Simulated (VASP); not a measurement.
# Cu: relaxation of cell and atoms with r2SCAN

The system is Cu.

```xyz
1
Lattice="0.0000 1.7663 1.7663 1.7663 0.0000 1.7663 1.7663 1.7663 0.0000" Properties=species:S:1:pos:R:3 pbc="T T T"
Cu    1.7663    0.0000    1.7663
```

- Program: VASP 6.6.1
- Task: relaxation of cell and atoms
- Functional: r2SCAN
- Potentials or basis: VASP PAW PBE potentials, release 64 (Cu)
- Cutoff: 600 eV
- k mesh: 18 × 18 × 18
- Occupations: methfessel-paxton, width 0.1 eV
- Spin: no spin polarisation
- Target pressure: 7.3 GPa
- Further INCAR settings: ALGO = Normal; EDIFF = 1e-07; IBRION = 2; EDIFFG = -0.005; NSW = 90; ISIF = 3
- Target pressure: 7.3 GPa

* Relaxed volume: 11.03 Å³/atom
* Relaxed cell: a = 2.499 Å, b = 2.499 Å, c = 2.499 Å, α = 60.00°, β = 60.00°, γ = 60.00°
* Space group after relaxing (to 0.05 Å): Fm-3m (No. 225)
* Energy change on relaxing (the enthalpy is what falls): -0.5 meV/atom
* Ionic steps: 2
* Pressure after relaxing: 7.2 GPa
* Band gap on the k mesh: none (metal or under the smearing width)

Step by step:
```
step  energy change (eV)  largest force (eV/Å)  pressure (GPa)  volume (Å³)
   1              0.0000                0.0000            7.39        11.02
   2             -0.0005                0.0000            7.23        11.03
```

Final structure:
```
Cu
1.0
     0.00000    1.76687    1.76687
     1.76687    0.00000    1.76687
     1.76687    1.76687    0.00000
Cu
1
Direct
  0.00000 0.00000 0.00000
```

Levels at points of the mesh, in eV from the Fermi level:
```csv
k point,band 2,band 3,band 4,band 5,band 6,band 7,band 8,band 9
"(0.00, 0.00, 0.00)",-3.31,-3.31,-3.31,-2.40,-2.40,23.99,27.57,27.57
"(0.50, 0.00, 0.00)",-3.36,-3.36,-1.75,-1.75,-1.21,4.38,22.46,24.31
"(0.50, 0.50, 0.00)",-4.92,-1.79,-1.58,-1.58,1.58,7.97,14.37,14.37
```

It took 66 s on 1 thread of Intel(R) Xeon(R) 6975P-C (Granite Rapids) (shared host), peak memory 0.15 GiB.

Caveat: the cell is relaxed towards a set pressure, so the enthalpy falls and the energy may rise; the PAW data sets were made with another functional, which shifts forces and pressure a little.
